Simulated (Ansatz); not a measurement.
Level of theory: Ansatz 0.2.0, DFT PBE, scalar-relativistic, plane waves, PAW. All cells share a 420 eV cutoff and Γ-centred k meshes spaced at most about 0.3 Å⁻¹ (about 0.25 or finer for metals, 2π included). Collinear spin in cells that started with moments and kept them past the coarse steps, no spin elsewhere.

Temperature and zero-point effects are left out. All come from trial cells, and lower structures may exist.

Problem. Which of these relaxed structures of FePt is the lowest in energy?
A.

```
CELL_PARAMETERS angstrom
2.72918 0.00000 0.00000
-1.36459 2.36354 0.00000
0.00000 0.00000 4.37078
ATOMIC_POSITIONS crystal
Fe 0.33333 0.66667 0.50000
Pt 0.66667 0.33333 0.00000
```

B.

```
CELL_PARAMETERS angstrom
2.72910 0.00000 0.00000
0.00000 2.72910 0.00000
0.00000 0.00000 3.76523
ATOMIC_POSITIONS crystal
Fe 0.50000 0.50000 0.50000
Pt 0.00000 0.00000 0.00000
```

Solution. B. It has the CuAu (L1_0) type, space group P4/mmm (No. 123); the next, A, with Fe and Pt ordered on hcp sites, space group P-6m2 (No. 187), lies 121 meV/atom higher. Largest moments: B 3.0 μB, A 2.9 μB. Counting all near atoms (those within 1.25 times the shortest distance at each site), the lowest and the next both have Fe 12, Pt 12.

These runs have no spin–orbit coupling, which can matter for Pt. The magnetic state reached may not be the lowest. Cells relaxed within their symmetry can be saddle points. The part of the Crystallography Open Database at hand lists FePt in space group No. 123; sharing a group (P4/mmm) doesn't make a cell the listed structure. Some types were kept out of the candidates beforehand, so the set may lack a known form.
